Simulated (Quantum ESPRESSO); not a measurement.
# Rh (Fm-3m) in Quantum ESPRESSO: convergence with k mesh

Aim: find how far k mesh must go before the results for Rh settle, at PBE. This setting moves, with any that are tied to it; all else stays.

Everything below comes from runs of Quantum ESPRESSO 7.5. Logs are shortened: lines on timing, memory, paths and dates and some standing lists are left out, and cuts for length are marked.

## Step 1: The crystal as given

Symmetry: Fm-3m, No. 225, cubic system. The conventional cell has a = 3.796 Å, b = 3.796 Å, c = 3.796 Å, α = 90.00°, β = 90.00°, γ = 90.00°. Around Rh (site symmetry m-3m) lie 12 Rh at 2.68 Å.

## Step 2: With k mesh 2 × 2 × 2

The input, pw.in:

```
&CONTROL
  calculation = 'scf'
  prefix = 'pwscf'
  outdir = './tmp'
  pseudo_dir = './pseudo'
  tprnfor = .true.
  tstress = .true.
  disk_io = 'nowf'
/
&SYSTEM
  ibrav = 0
  nat = 1
  ntyp = 1
  ecutwfc = 70
  nbnd = 15
  occupations = 'smearing'
  smearing = 'mv'
  degauss = 0.00734986
/
&ELECTRONS
  conv_thr = 2d-10
  electron_maxstep = 120
  mixing_beta = 0.5
/
ATOMIC_SPECIES
Rh   102.9055 45_Rh_17_1.9_2.4_pbe_n_v1.0.upf
CELL_PARAMETERS angstrom
   0.0000000000    1.8978500000    1.8978500000
   1.8978500000    0.0000000000    1.8978500000
   1.8978500000    1.8978500000    0.0000000000
ATOMIC_POSITIONS crystal
Rh     0.0000000000    0.0000000000    0.0000000000
K_POINTS automatic
2 2 2 0 0 0
```

Potentials or basis: SPMS 1.0 PBE.

On the command line:

```console
$ OMP_NUM_THREADS=1 pw.x -in pw.in > pw.out
```

pw.out:

```text
This program is part of the open-source Quantum ESPRESSO suite
     for quantum simulation of materials; please cite
         "P. Giannozzi et al., J. Phys.:Condens. Matter 21 395502 (2009);
         "P. Giannozzi et al., J. Phys.:Condens. Matter 29 465901 (2017);
         "P. Giannozzi et al., J. Chem. Phys. 152 154105 (2020);
     in publications or presentations arising from this work. More details at

     Message from routine setup:
     using ibrav=0 with symmetry is DISCOURAGED, use correct ibrav instead

     G-vector sticks info
     --------------------
     sticks:   dense  smooth     PW     G-vecs:    dense   smooth      PW
     Sum         499     499    151                 7391     7391    1243

     Using Slab Decomposition

     bravais-lattice index     =            0
     lattice parameter (alat)  =       5.0720  a.u.
     unit-cell volume          =      92.2597 (a.u.)^3
     number of atoms/cell      =            1
     number of atomic types    =            1
     number of electrons       =        17.00
     number of Kohn-Sham states=           15
     kinetic-energy cutoff     =      70.0000  Ry
     charge density cutoff     =     280.0000  Ry
     scf convergence threshold =      2.0E-10
     mixing beta               =       0.5000
     number of iterations used =            8  plain     mixing
     Exchange-correlation= PBE
                           (   1   4   3   4   0   0   0)

     celldm(1)=   5.071959  celldm(2)=   0.000000  celldm(3)=   0.000000
     celldm(4)=   0.000000  celldm(5)=   0.000000  celldm(6)=   0.000000

     crystal axes: (cart. coord. in units of alat)
               a(1) = (   0.000000   0.707107   0.707107 )
               a(2) = (   0.707107   0.000000   0.707107 )
               a(3) = (   0.707107   0.707107   0.000000 )

     reciprocal axes: (cart. coord. in units 2 pi/alat)
               b(1) = ( -0.707107  0.707107  0.707107 )
               b(2) = (  0.707107 -0.707107  0.707107 )
               b(3) = (  0.707107  0.707107 -0.707107 )

     PseudoPot. # 1 for Rh read from file:
     45_Rh_17_1.9_2.4_pbe_n_v1.0.upf
     Pseudo is Norm-conserving + core correction, Zval = 17.0
     Generated using ONCVPSP code by D. R. Hamann
     Using radial grid of 1578 points,  6 beta functions with:
                l(1) =   0
                l(2) =   0
                l(3) =   1
                l(4) =   1
                l(5) =   2
                l(6) =   2

     atomic species   valence    mass     pseudopotential
     Rh               17.00   102.90550     Rh( 1.00)

     48 Sym. Ops., with inversion, found

   Cartesian axes

     site n.     atom                  positions (alat units)
         1        Rh     tau(   1) = (   0.0000000   0.0000000   0.0000000  )

     number of k points=     3  Marzari-Vanderbilt smearing, width (Ry)=  0.0073
                       cart. coord. in units 2pi/alat
        k(    1) = (   0.0000000   0.0000000   0.0000000), wk =   0.2500000
        k(    2) = (  -0.3535534  -0.3535534   0.3535534), wk =   1.0000000
        k(    3) = (  -0.7071068   0.0000000   0.0000000), wk =   0.7500000

     Dense  grid:     7391 G-vectors     FFT dimensions: (  27,  27,  27)

     Initial potential from superposition of free atoms

     starting charge      16.9994, renormalised to      17.0000
     Starting wfcs are   10 randomized atomic wfcs +    5 random wfcs

     Self-consistent Calculation

     iteration #  1     ecut=    70.00 Ry     beta= 0.50
     Davidson diagonalization with overlap
     ethr =  1.00E-02,  avg # of iterations =  4.7

     Threshold (ethr) on eigenvalues was too large:
     Diagonalizing with lowered threshold

     Davidson diagonalization with overlap
     ethr =  5.90E-04,  avg # of iterations =  1.0

     total energy              =    -232.56063544 Ry
     estimated scf accuracy    <       0.10069234 Ry

     iteration #  2     ecut=    70.00 Ry     beta= 0.50
     Davidson diagonalization with overlap
     ethr =  5.92E-04,  avg # of iterations =  2.0
[... 99 lines left out ...]
     total energy              =    -232.57417854 Ry
     estimated scf accuracy    <          2.4E-10 Ry

     iteration # 17     ecut=    70.00 Ry     beta= 0.50
     Davidson diagonalization with overlap
     ethr =  1.42E-12,  avg # of iterations =  1.0

     End of self-consistent calculation

          k = 0.0000 0.0000 0.0000 (   941 PWs)   bands (ev):

   -55.6468 -23.1795 -23.1795 -23.1795  14.9290  19.9065  19.9065  19.9065
    22.1394  22.1394  38.8131  44.4450  44.4450  44.4450  50.1670

          k =-0.3536-0.3536 0.3536 (   912 PWs)   bands (ev):

   -55.5288 -23.9411 -23.2848 -23.2848  16.7829  19.8830  19.8830  23.6808
    23.6826  23.6826  31.7247  38.4361  44.2302  44.2302  51.7865

          k =-0.7071 0.0000 0.0000 (   934 PWs)   bands (ev):

   -55.4902 -23.8969 -23.4586 -23.4586  16.6938  16.9636  23.7152  24.0637
    24.0637  26.1710  35.4172  36.3215  36.3215  46.0798  46.2496

     the Fermi energy is    23.7440 ev

!    total energy              =    -232.57417854 Ry
     estimated scf accuracy    <          5.4E-12 Ry
     smearing contrib. (-TS)   =      -0.00152977 Ry
     internal energy E=F+TS    =    -232.57264877 Ry

     The total energy is F=E-TS. E is the sum of the following terms:
     one-electron contribution =     -48.36747393 Ry
     hartree contribution      =      37.30936787 Ry
     xc contribution           =     -36.78626923 Ry
     ewald contribution        =    -184.72827348 Ry

     convergence has been achieved in  17 iterations

     Forces acting on atoms (cartesian axes, Ry/au):

     atom    1 type  1   force =     0.00000000    0.00000000    0.00000000

     Total force =     0.000000     Total SCF correction =     0.000000

     Computing stress (Cartesian axis) and pressure

          total   stress  (Ry/bohr**3)                   (kbar)     P=      656.18
   0.00446061  -0.00000000  -0.00000000          656.18       -0.00       -0.00
  -0.00000000   0.00446061  -0.00000000           -0.00      656.18       -0.00
  -0.00000000  -0.00000000   0.00446061           -0.00       -0.00      656.18

=------------------------------------------------------------------------------=
   JOB DONE.
=------------------------------------------------------------------------------=
```

It took 1.5 s on 1 thread of Arm Neoverse V1, shared host; peak memory 0.05 GiB.

Results:

* Free energy: -3164.3329 eV
* Pressure: 65.6 GPa
* Band gap on the k mesh: none (metal or under the smearing width)

## Step 3: With k mesh 4 × 4 × 4

pw.in, as its differences from that of step 2:

```diff
@@ -33,2 +33,2 @@
 K_POINTS automatic
-2 2 2 0 0 0
+4 4 4 0 0 0
```

Potentials or basis: SPMS 1.0 PBE.

On the command line:

```console
$ OMP_NUM_THREADS=1 pw.x -in pw.in > pw.out
```

Wall time 2.1 s (1 thread of Arm Neoverse V1, shared host); peak memory 0.05 GiB.

What came out:

- Free energy: -3168.6073 eV
- Pressure: 0.7 GPa
- Band gap on the k mesh: none (metal or under the smearing width)

## Step 4: With k mesh 5 × 5 × 5

pw.in, as its differences from that of step 3:

```diff
@@ -33,2 +33,2 @@
 K_POINTS automatic
-4 4 4 0 0 0
+5 5 5 0 0 0
```

On the command line:

```console
$ OMP_NUM_THREADS=1 pw.x -in pw.in > pw.out
```

Wall time 2.3 s (1 thread of Arm Neoverse V1, shared host); peak memory 0.05 GiB.

Results:

```yaml
Free_energy: -3168.0134 eV
Pressure: 10.4 GPa
Band_gap_on_the_k_mesh: none (metal or under the smearing width)
```

## Step 5: With k mesh 7 × 7 × 7

pw.in, as its differences from that of step 4:

```diff
@@ -33,2 +33,2 @@
 K_POINTS automatic
-5 5 5 0 0 0
+7 7 7 0 0 0
```

On the command line:

```console
$ OMP_NUM_THREADS=1 pw.x -in pw.in > pw.out
```

It took 4.6 s on 1 thread of Arm Neoverse V1, shared host; peak memory 0.05 GiB.

Results:

```yaml
Free_energy: -3168.2287 eV
Pressure: 6.4 GPa
Band_gap_on_the_k_mesh: none (metal or under the smearing width)
```

## Step 6: With k mesh 9 × 9 × 9

pw.in, as its differences from that of step 5:

```diff
@@ -33,2 +33,2 @@
 K_POINTS automatic
-7 7 7 0 0 0
+9 9 9 0 0 0
```

Potentials or basis: SPMS 1.0 PBE.

On the command line:

```console
$ OMP_NUM_THREADS=1 pw.x -in pw.in > pw.out
```

It took 7.2 s on 1 thread of Arm Neoverse V1, shared host; peak memory 0.05 GiB.

The run converged. Its results:

* Free energy: -3168.1588 eV
* Pressure: 7.8 GPa
* Band gap on the k mesh: none (metal or under the smearing width)

## Step 7: With k mesh 11 × 11 × 11

pw.in, as its differences from that of step 6:

```diff
@@ -33,2 +33,2 @@
 K_POINTS automatic
-9 9 9 0 0 0
+11 11 11 0 0 0
```

On the command line:

```console
$ OMP_NUM_THREADS=1 pw.x -in pw.in > pw.out
```

It took 11 s on 1 thread of Arm Neoverse V1, shared host; peak memory 0.05 GiB.

It converged, with:

| Item | Value |
| --- | --- |
| Free energy | -3168.1552 eV |
| Pressure | 8.1 GPa |
| Band gap on the k mesh | none (metal or under the smearing width) |

## Step 8: With k mesh 12 × 12 × 12

pw.in, as its differences from that of step 7:

```diff
@@ -33,2 +33,2 @@
 K_POINTS automatic
-11 11 11 0 0 0
+12 12 12 0 0 0
```

On the command line:

```console
$ OMP_NUM_THREADS=1 pw.x -in pw.in > pw.out
```

It took 15 s on 1 thread of Arm Neoverse V1, shared host; peak memory 0.05 GiB.

The run converged. Its results:

| Property | Result |
| --- | --- |
| Free energy | -3168.1702 eV |
| Pressure | 7.6 GPa |
| Band gap on the k mesh | none (metal or under the smearing width) |

## Step 9: With k mesh 14 × 14 × 14

pw.in, as its differences from that of step 8:

```diff
@@ -33,2 +33,2 @@
 K_POINTS automatic
-12 12 12 0 0 0
+14 14 14 0 0 0
```

Potentials or basis: SPMS 1.0 PBE.

On the command line:

```console
$ OMP_NUM_THREADS=1 pw.x -in pw.in > pw.out
```

It took 23 s on 1 thread of Arm Neoverse V1, shared host; peak memory 0.05 GiB.

Results (log left out):

| Property | Result |
| --- | --- |
| Free energy | -3168.1654 eV |
| Pressure | 7.8 GPa |
| Band gap on the k mesh | none (metal or under the smearing width) |

## Step 10: With k mesh 17 × 17 × 17

pw.in, as its differences from that of step 9:

```diff
@@ -33,2 +33,2 @@
 K_POINTS automatic
-14 14 14 0 0 0
+17 17 17 0 0 0
```

On the command line:

```console
$ OMP_NUM_THREADS=1 pw.x -in pw.in > pw.out
```

It took 33 s on 1 thread of Arm Neoverse V1, shared host; peak memory 0.06 GiB.

The run converged. Its results:

| Quantity | Value |
| --- | --- |
| Free energy | -3168.1690 eV |
| Pressure | 7.7 GPa |
| Band gap on the k mesh | none (metal or under the smearing width) |

## Step 11: The series at a glance

| k mesh | energy less the tightest run, at zero smearing (meV/atom) | pressure (GPa) | SCF cycles | CPU time (s) | peak memory (GiB) |
| --- | --- | --- | --- | --- | --- |
| 2 × 2 × 2 | 3836.05 | 65.62 | 17 | 1.5 | 0.05 |
| 4 × 4 × 4 | -438.36 | 0.68 | 9 | 2.1 | 0.05 |
| 5 × 5 × 5 | 155.56 | 10.35 | 8 | 2.3 | 0.05 |
| 7 × 7 × 7 | -59.76 | 6.38 | 9 | 4.6 | 0.05 |
| 9 × 9 × 9 | 10.12 | 7.84 | 8 | 7.2 | 0.05 |
| 11 × 11 × 11 | 13.78 | 8.14 | 8 | 11 | 0.05 |
| 12 × 12 × 12 | -1.23 | 7.57 | 8 | 15 | 0.05 |
| 14 × 14 × 14 | 3.56 | 7.83 | 9 | 23 | 0.05 |
| 17 × 17 × 17 | 0.00 | 7.70 | 8 | 33 | 0.06 |

Not settled before the last step: the energy (to 1 meV/atom), the pressure (to 0.1 GPa). Meshes of other sizes hit other points, so gaps and Fermi surfaces needn't settle smoothly. The tightest run that finished is the yardstick and may itself not be fully converged.
